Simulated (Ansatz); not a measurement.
**Relaxing SiC**

All numbers below come from Ansatz 0.2.0, DFT PBE, scalar-relativistic, plane waves, PAW. Cutoff 420 eV, Γ-centred k mesh, Gaussian smearing, no spin polarisation in the final step.

The start puts SiC on the CrB structure type (Cmcm, No. 63), with Si in place of Cr, C in place of B, at a guessed volume.

```
Si C
1.0
     1.57462   -4.15465    0.00000
     1.57462    4.15465    0.00000
     0.00000    0.00000    3.12796
Si C
2 2
Direct
  0.85400 0.14600 0.75000
  0.14600 0.85400 0.25000
  0.55000 0.45000 0.75000
  0.45000 0.55000 0.25000
```

Cell and atoms relax at zero pressure; the relaxation can't lower the symmetry of the start. After a coarse first stage the cell is made exact in the group found at 0.06 Å.

Formation energies are uncorrected and refer to the elements' standard structures at the same level.

**Question.** What does it relax into?

**Answer.** It keeps Cmcm (No. 63), but not the shape of the type it started on. Conventional cell: a = 3.028 Å, b = 10.459 Å, c = 2.561 Å. Around Si lie 2 C at 1.99 Å; C has 2 C at 1.52 Å.

Space group Cmcm (No. 63). a = 3.028 Å, b = 10.459 Å, c = 2.561 Å, α = 90.00°, β = 90.00°, γ = 90.00°
```
atom site symmetry x y z
  Si    4c m2m  0.0000  0.1621  0.2500
   C    4c m2m  0.5000  0.0389  0.2500
```

**Question.** What are its volume, energy, density and gap?

**Answer.** The volume per atom is 10.14 Å³ and the density is 3.28 g/cm³. The energy over the elements is 0.48 eV/atom. The gap on the 16×16×18 mesh is 0 eV (a metal).

The final run used a 16×16×18 mesh on its 4-atom cell and 0.10 eV smearing. The k mesh leaves about 4 meV/atom of noise in metals. A structure relaxed within its symmetry needn't be a true minimum. The steps took about 16 core-minutes in all.